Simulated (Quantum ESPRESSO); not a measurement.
# GaN (F-43m) in Quantum ESPRESSO: notebook

The runs below take GaN through band structure, single point, equation of state, with vdW-DF.

Everything below comes from runs of Quantum ESPRESSO 7.5. Logs are shortened: lines on timing, memory, paths and dates and some standing lists are left out, and cuts for length are marked.

**What was measured.**

A printed reference work, textbook reports, for a bulk crystal of GaN at 0 K: band gap 3.299 eV (direct).

The results are compared with them further down.

### 1 The crystal as given

It takes space group F-43m (No. 216, cubic). The conventional cell has a = 4.507 Å, b = 4.507 Å, c = 4.507 Å, α = 90.00°, β = 90.00°, γ = 90.00°. Around Ga (site symmetry -43m) lie 4 N at 1.95 Å. N (site symmetry -43m) is surrounded by 4 Ga at 1.95 Å.

The cell is a database's computed one.

### 2 Band structure, vdW-DF

File pw.in:

```
&CONTROL
  calculation = 'scf'
  prefix = 'pwscf'
  outdir = './tmp'
  pseudo_dir = './pseudo'
  tprnfor = .true.
  tstress = .true.
  disk_io = 'low'
/
&SYSTEM
  ibrav = 0
  nat = 2
  ntyp = 2
  ecutwfc = 84
  nbnd = 15
  input_dft = 'vdw-df'
  occupations = 'smearing'
  smearing = 'fd'
  degauss = 0.00367493
/
&ELECTRONS
  conv_thr = 4d-10
  electron_maxstep = 120
  mixing_beta = 0.5
/
ATOMIC_SPECIES
Ga    69.7230 Ga.upf
N     14.0070 N.upf
CELL_PARAMETERS angstrom
   0.0000000000    2.2535006075    2.2535006075
   2.2535006075    0.0000000000    2.2535006075
   2.2535006075    2.2535006075    0.0000000000
ATOMIC_POSITIONS crystal
Ga     0.0000000000    0.0000000000    0.0000000000
N      0.2500000000    0.2500000000    0.2500000000
K_POINTS automatic
10 10 10 0 0 0
```

File bands.in:

```
&CONTROL
  calculation = 'bands'
  prefix = 'pwscf'
  outdir = './tmp'
  pseudo_dir = './pseudo'
  disk_io = 'low'
  verbosity = 'high'
/
&SYSTEM
  ibrav = 0
  nat = 2
  ntyp = 2
  ecutwfc = 84
  nbnd = 15
  input_dft = 'vdw-df'
  occupations = 'smearing'
  smearing = 'fd'
  degauss = 0.00367493
/
&ELECTRONS
  conv_thr = 1d-08
  electron_maxstep = 120
  mixing_beta = 0.5
  diago_full_acc = .true.
/
ATOMIC_SPECIES
Ga    69.7230 Ga.upf
N     14.0070 N.upf
CELL_PARAMETERS angstrom
   0.0000000000    2.2535006075    2.2535006075
   2.2535006075    0.0000000000    2.2535006075
   2.2535006075    2.2535006075    0.0000000000
ATOMIC_POSITIONS crystal
Ga     0.0000000000    0.0000000000    0.0000000000
N      0.2500000000    0.2500000000    0.2500000000
K_POINTS crystal
60
 0.0000000000  0.0000000000  0.0000000000 1
 0.0625000000  0.0000000000  0.0625000000 1
 0.1250000000  0.0000000000  0.1250000000 1
 0.1875000000  0.0000000000  0.1875000000 1
 0.2500000000  0.0000000000  0.2500000000 1
 0.3125000000  0.0000000000  0.3125000000 1
 0.3750000000  0.0000000000  0.3750000000 1
 0.4375000000  0.0000000000  0.4375000000 1
 0.5000000000  0.0000000000  0.5000000000 1
 0.5000000000  0.0625000000  0.5625000000 1
 0.5000000000  0.1250000000  0.6250000000 1
 0.5000000000  0.1875000000  0.6875000000 1
 0.5000000000  0.2500000000  0.7500000000 1
 0.4375000000  0.3125000000  0.7500000000 1
 0.3750000000  0.3750000000  0.7500000000 1
 0.3375000000  0.3375000000  0.6750000000 1
 0.3000000000  0.3000000000  0.6000000000 1
 0.2625000000  0.2625000000  0.5250000000 1
 0.2250000000  0.2250000000  0.4500000000 1
 0.1875000000  0.1875000000  0.3750000000 1
 0.1500000000  0.1500000000  0.3000000000 1
 0.1125000000  0.1125000000  0.2250000000 1
 0.0750000000  0.0750000000  0.1500000000 1
 0.0375000000  0.0375000000  0.0750000000 1
 0.0000000000  0.0000000000  0.0000000000 1
 0.0625000000  0.0625000000  0.0625000000 1
 0.1250000000  0.1250000000  0.1250000000 1
 0.1875000000  0.1875000000  0.1875000000 1
 0.2500000000  0.2500000000  0.2500000000 1
 0.3125000000  0.3125000000  0.3125000000 1
 0.3750000000  0.3750000000  0.3750000000 1
 0.4375000000  0.4375000000  0.4375000000 1
 0.5000000000  0.5000000000  0.5000000000 1
 0.5250000000  0.4500000000  0.5250000000 1
 0.5500000000  0.4000000000  0.5500000000 1
 0.5750000000  0.3500000000  0.5750000000 1
 0.6000000000  0.3000000000  0.6000000000 1
 0.6250000000  0.2500000000  0.6250000000 1
 0.5833333333  0.2500000000  0.6666666667 1
 0.5416666667  0.2500000000  0.7083333333 1
 0.5000000000  0.2500000000  0.7500000000 1
 0.5000000000  0.2857142857  0.7142857143 1
 0.5000000000  0.3214285714  0.6785714286 1
 0.5000000000  0.3571428571  0.6428571429 1
 0.5000000000  0.3928571429  0.6071428571 1
 0.5000000000  0.4285714286  0.5714285714 1
 0.5000000000  0.4642857143  0.5357142857 1
 0.5000000000  0.5000000000  0.5000000000 1
 0.4821428571  0.4821428571  0.5357142857 1
 0.4642857143  0.4642857143  0.5714285714 1
 0.4464285714  0.4464285714  0.6071428571 1
 0.4285714286  0.4285714286  0.6428571429 1
 0.4107142857  0.4107142857  0.6785714286 1
 0.3928571429  0.3928571429  0.7142857143 1
 0.3750000000  0.3750000000  0.7500000000 1
 0.6250000000  0.2500000000  0.6250000000 1
 0.5937500000  0.1875000000  0.5937500000 1
 0.5625000000  0.1250000000  0.5625000000 1
 0.5312500000  0.0625000000  0.5312500000 1
 0.5000000000  0.0000000000  0.5000000000 1
```

Potentials or basis: PseudoDojo 0.4.1 SR PBE standard.

Launch:

```sh
$ OMP_NUM_THREADS=1 pw.x -in pw.in > pw.out
$ OMP_NUM_THREADS=1 pw.x -in bands.in > bands.out
```

pw.out:

```text
This program is part of the open-source Quantum ESPRESSO suite
     for quantum simulation of materials; please cite
         "P. Giannozzi et al., J. Phys.:Condens. Matter 21 395502 (2009);
         "P. Giannozzi et al., J. Phys.:Condens. Matter 29 465901 (2017);
         "P. Giannozzi et al., J. Chem. Phys. 152 154105 (2020);
     in publications or presentations arising from this work. More details at

     IMPORTANT: XC functional enforced from input :
     Exchange-correlation= VDW-DF
                           (   1   4   4   0   1   0   0)
     Any further DFT definition will be discarded
     Please, verify this is what you really want

     Message from routine setup:
     using ibrav=0 with symmetry is DISCOURAGED, use correct ibrav instead

     G-vector sticks info
     --------------------
     sticks:   dense  smooth     PW     G-vecs:    dense   smooth      PW
     Sum         847     847    253                16145    16145    2733

     Using Slab Decomposition

     bravais-lattice index     =            0
     lattice parameter (alat)  =       6.0224  a.u.
     unit-cell volume          =     154.4542 (a.u.)^3
     number of atoms/cell      =            2
     number of atomic types    =            2
     number of electrons       =        18.00
     number of Kohn-Sham states=           15
     kinetic-energy cutoff     =      84.0000  Ry
     charge density cutoff     =     336.0000  Ry
     scf convergence threshold =      4.0E-10
     mixing beta               =       0.5000
     number of iterations used =            8  plain     mixing
     Exchange-correlation= VDW-DF
                           (   1   4   4   0   1   0   0)

     celldm(1)=   6.022427  celldm(2)=   0.000000  celldm(3)=   0.000000
     celldm(4)=   0.000000  celldm(5)=   0.000000  celldm(6)=   0.000000

     crystal axes: (cart. coord. in units of alat)
               a(1) = (   0.000000   0.707107   0.707107 )
               a(2) = (   0.707107   0.000000   0.707107 )
               a(3) = (   0.707107   0.707107   0.000000 )

     reciprocal axes: (cart. coord. in units 2 pi/alat)
               b(1) = ( -0.707107  0.707107  0.707107 )
               b(2) = (  0.707107 -0.707107  0.707107 )
               b(3) = (  0.707107  0.707107 -0.707107 )

     PseudoPot. # 1 for Ga read from file:
     Ga.upf
     Pseudo is Norm-conserving + core correction, Zval = 13.0
     Generated using ONCVPSP code by D. R. Hamann
     Using radial grid of 1902 points,  6 beta functions with:
                l(1) =   0
                l(2) =   0
                l(3) =   1
                l(4) =   1
                l(5) =   2
                l(6) =   2

     PseudoPot. # 2 for N  read from file:
     N.upf
     Pseudo is Norm-conserving + core correction, Zval =  5.0
     Generated using ONCVPSP code by D. R. Hamann
     Using radial grid of 1058 points,  4 beta functions with:
                l(1) =   0
                l(2) =   0
                l(3) =   1
                l(4) =   1

     atomic species   valence    mass     pseudopotential
     Ga               13.00    69.72300     Ga( 1.00)
     N                 5.00    14.00700     N ( 1.00)

     24 Sym. Ops. (no inversion) found

   Cartesian axes

     site n.     atom                  positions (alat units)
         1        Ga     tau(   1) = (   0.0000000   0.0000000   0.0000000  )
         2        N      tau(   2) = (   0.3535534   0.3535534   0.3535534  )

     number of k points=    47  Fermi-Dirac smearing, width (Ry)=  0.0037
                       cart. coord. in units 2pi/alat
        k(    1) = (   0.0000000   0.0000000   0.0000000), wk =   0.0020000
        k(    2) = (   0.0707107   0.0707107  -0.0707107), wk =   0.0160000
        k(    3) = (   0.1414214   0.1414214  -0.1414214), wk =   0.0160000
        k(    4) = (   0.2121320   0.2121320  -0.2121320), wk =   0.0160000
        k(    5) = (   0.2828427   0.2828427  -0.2828427), wk =   0.0160000
        k(    6) = (  -0.3535534  -0.3535534   0.3535534), wk =   0.0080000
[... 32 lines left out ...]
     %                                                                      %
     %  * Unscreened and range-separated hybrid vdW-DF-cx functionals       %
     %    DOI: 10.1063/1.4986522 and 10.1088/1361-648X/ac2ad2               %
     %    use with input_dft = 'vdW-DF-cx0'    and 'vdW-DF-ahcx'            %
     %  * Unscreened and range-separated hybrid vdW-DF2-b86r functionals    %
     %    DOI: 10.1063/1.4986522 and DOI: 10.1103/PhysRevX.12.041003        %
     %    use with input_dft = 'vdW-DF2-br0' and 'vdW-DF2-ahbr'             %
     %                                                                      %
     %%%%%%%%%%%%%%%%%%%%%%%%%%%%%%%%%%%%%%%%%%%%%%%%%%%%%%%%%%%%%%%%%%%%%%%%

     Starting wfcs are   13 randomized atomic wfcs +    2 random wfcs

     Self-consistent Calculation

     iteration #  1     ecut=    84.00 Ry     beta= 0.50
     Davidson diagonalization with overlap
     ethr =  1.00E-02,  avg # of iterations =  5.1

     total energy              =    -174.22651932 Ry
     estimated scf accuracy    <       0.59959757 Ry
[... 8 lines left out ...]
     iteration #  3     ecut=    84.00 Ry     beta= 0.50
     Davidson diagonalization with overlap
     ethr =  6.54E-04,  avg # of iterations =  1.8

     negative rho (up, down):  6.678E-07 0.000E+00

     total energy              =    -174.42420604 Ry
     estimated scf accuracy    <       0.00345332 Ry

     iteration #  4     ecut=    84.00 Ry     beta= 0.50
     Davidson diagonalization with overlap
     ethr =  1.92E-05,  avg # of iterations =  4.4
[... 46 lines left out ...]
     iteration # 11     ecut=    84.00 Ry     beta= 0.50
     Davidson diagonalization with overlap
     ethr =  2.91E-12,  avg # of iterations =  2.0

     End of self-consistent calculation

          k = 0.0000 0.0000 0.0000 (  1989 PWs)   bands (ev):

    -5.2680  -3.1247  -3.1247  -3.1247  -2.8292  -2.8292  10.5825  10.5825
    10.5825  12.4641  20.9928  20.9928  20.9928  28.5473  29.7118

          k = 0.0707 0.0707-0.0707 (  2004 PWs)   bands (ev):
[... 141 lines left out ...]
    -4.3845  -3.0178  -2.8772  -2.8645  -2.7799  -0.8562   4.7117   6.7238
     8.2714  15.4149  18.2453  22.1696  23.8335  24.1287  32.3633

          k =-0.7071 0.0000 0.0000 (  2044 PWs)   bands (ev):

    -4.3846  -3.0443  -2.8344  -2.8344  -2.7557  -0.9904   4.5111   7.9297
     7.9297  14.2315  17.3551  22.5360  24.5930  24.5930  32.4974

          k = 0.2828 0.1414 0.0000 (  2001 PWs)   bands (ev):

    -4.7470  -3.0507  -3.0364  -2.8993  -2.8121  -2.6579   7.2629   9.1439
     9.9156  15.2973  18.9597  21.1719  22.0000  24.7984  29.1960

          k = 0.3536 0.2121-0.0707 (  2005 PWs)   bands (ev):
[... 51 lines left out ...]
    -4.3908  -3.0085  -2.9274  -2.8461  -2.8072  -0.8492   4.8294   6.4357
     8.2699  16.6794  18.5496  21.1848  22.8307  25.3814  30.0455

          k =-0.7071 0.1414 0.0000 (  2014 PWs)   bands (ev):

    -4.3822  -3.0259  -2.8801  -2.8330  -2.7691  -0.8978   4.6295   7.5932
     7.6137  15.0356  17.8661  22.3996  23.4629  24.8922  33.0682

          k =-0.1414-0.4243 0.7071 (  1994 PWs)   bands (ev):
[... 6 lines left out ...]
    -4.3865  -2.9964  -2.9505  -2.8290  -2.8115  -0.8152   4.8410   6.7093
     7.7445  17.1459  18.6159  20.7469  22.5542  25.7794  29.9067

          k =-0.7071 0.2828 0.0000 (  2002 PWs)   bands (ev):

    -4.3782  -2.9916  -2.9478  -2.8252  -2.8005  -0.7510   4.8737   7.0783
     7.1235  16.6532  18.7479  21.4362  22.1197  25.6569  30.6680

     the Fermi energy is    11.6046 ev

!    total energy              =    -174.42456350 Ry
     estimated scf accuracy    <          8.2E-11 Ry
     smearing contrib. (-TS)   =      -0.00000000 Ry
     internal energy E=F+TS    =    -174.42456350 Ry

     The total energy is F=E-TS. E is the sum of the following terms:
     one-electron contribution =     -52.71168171 Ry
     hartree contribution      =      43.78707091 Ry
     xc contribution           =     -48.82563558 Ry
     ewald contribution        =    -116.67431711 Ry

     convergence has been achieved in  11 iterations

     Forces acting on atoms (cartesian axes, Ry/au):

     atom    1 type  1   force =     0.00000000    0.00000000   -0.00000000
     atom    2 type  2   force =     0.00000000    0.00000000    0.00000000

     Total force =     0.000000     Total SCF correction =     0.000000

     Computing stress (Cartesian axis) and pressure

          total   stress  (Ry/bohr**3)                   (kbar)     P=       97.40
   0.00066209  -0.00000000  -0.00000000           97.40       -0.00       -0.00
  -0.00000000   0.00066209  -0.00000000           -0.00       97.40       -0.00
  -0.00000000  -0.00000000   0.00066209           -0.00       -0.00       97.40

=------------------------------------------------------------------------------=
   JOB DONE.
=------------------------------------------------------------------------------=
```

It took 2.7 min on 1 thread of Arm Neoverse V1, shared host; peak memory 0.09 GiB.

Results:

```
Free energy             : -2373.1671 eV
Pressure                : 9.7 GPa
Band gap on the k mesh  : 1.88 eV, direct
Band gap along the path : 1.88 eV, direct
```

Levels at the corners of the path, in eV from the valence-band top:
```tsv
point	band 5	band 6	band 7	band 8	band 9	band 10	band 11	band 12	band 13	band 14
Γ	-13.41	-13.41	0.00	0.00	0.00	1.88	10.41	10.41	10.41	17.96
X	-13.34	-11.57	-6.07	-2.65	-2.65	3.65	6.77	11.95	14.01	14.01
W	-13.40	-11.31	-5.66	-3.60	-3.53	6.46	8.33	10.41	11.48	15.28
K	-13.37	-11.43	-5.82	-4.14	-2.13	5.26	7.89	11.30	12.92	13.78
Γ	-13.41	-13.41	0.00	0.00	0.00	1.88	10.41	10.41	10.41	17.96
L	-13.36	-12.04	-6.92	-0.95	-0.95	4.76	8.93	10.50	10.50	16.02
U	-13.37	-11.43	-5.82	-4.14	-2.13	5.26	7.89	11.30	12.92	13.78
W	-13.40	-11.31	-5.66	-3.60	-3.53	6.46	8.33	10.41	11.48	15.28
L	-13.36	-12.04	-6.92	-0.95	-0.95	4.76	8.93	10.50	10.50	16.02
K	-13.37	-11.43	-5.82	-4.14	-2.13	5.26	7.89	11.30	12.92	13.78
U	-13.37	-11.43	-5.82	-4.14	-2.13	5.26	7.89	11.30	12.92	13.78
X	-13.34	-11.57	-6.07	-2.65	-2.65	3.65	6.77	11.95	14.01	14.01
```

Caveat: the potentials were made for another functional, which shifts forces and pressure.

### 3 Single point, vdW-DF, 10.76 Å³/atom

pw.in: that of step 2 with these lines changed.

```diff
@@ -7,3 +7,3 @@
   tstress = .true.
-  disk_io = 'low'
+  disk_io = 'nowf'
 /
@@ -29,5 +29,5 @@
 CELL_PARAMETERS angstrom
-   0.0000000000    2.2535006075    2.2535006075
-   2.2535006075    0.0000000000    2.2535006075
-   2.2535006075    2.2535006075    0.0000000000
+   0.0000000000    2.2074978911    2.2074978911
+   2.2074978911    0.0000000000    2.2074978911
+   2.2074978911    2.2074978911    0.0000000000
 ATOMIC_POSITIONS crystal
```

Potentials or basis: PseudoDojo 0.4.1 SR PBE standard.

Launch:

```sh
$ OMP_NUM_THREADS=1 pw.x -in pw.in > pw.out
```

It took 83 s on 1 thread of Arm Neoverse V1, shared host; peak memory 0.09 GiB.

The run converged. Its results:

* Free energy: -2373.0260 eV
* Pressure: 23.9 GPa
* Band gap on the k mesh: 2.30 eV, direct

Caveat: the potentials were made for another functional, which shifts forces and pressure.

(Continued in part 2 of 2.)
